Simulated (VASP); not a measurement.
CdS (Greenockite), 4 atoms in the cell. It takes space group P6_3mc (No. 186, hexagonal). The conventional cell has a = 4.150 Å, b = 4.150 Å, c = 6.737 Å, α = 90.00°, β = 90.00°, γ = 120.00°. Around Cd (site symmetry 3m) lie 4 S at 2.53 to 2.54 Å. S (site symmetry 3m) is surrounded by 4 Cd at 2.53 to 2.54 Å. 

* Program: VASP 6.6.1
* Task: band structure
* Functional: revPBE
* Potentials or basis: VASP PAW PBE potentials, release 64 (Cd, S)
* Cutoff: 520 eV
* k mesh: 7 × 7 × 4
* Occupations: fermi-dirac, width 0.05 eV
* Spin: no spin polarisation
* Further INCAR settings: ALGO = Fast; EDIFF = 1e-06; NBANDS = 26

Potentials or basis: VASP PAW PBE potentials, release 64 (Cd, S).

Launch:

```console
$ cat potpaw_PBE.64/Cd/POTCAR potpaw_PBE.64/S/POTCAR > POTCAR
$ cp INCAR.step1 INCAR
$ cp KPOINTS.step1 KPOINTS
$ mpirun -np 1 vasp_std > vasp.out
$ cp INCAR.step2 INCAR
$ cp KPOINTS.step2 KPOINTS
$ mpirun -np 1 vasp_std > vasp.out
```

Hardware: 1 thread of AMD EPYC 9R45 (Zen 5) (shared host).

How long does it take, and how much memory?

Run time: 3.4 min on 1 thread of AMD EPYC 9R45 (Zen 5), with other jobs on the host, peak memory 0.45 GiB. Counts: scf iterations 9, k points 180.
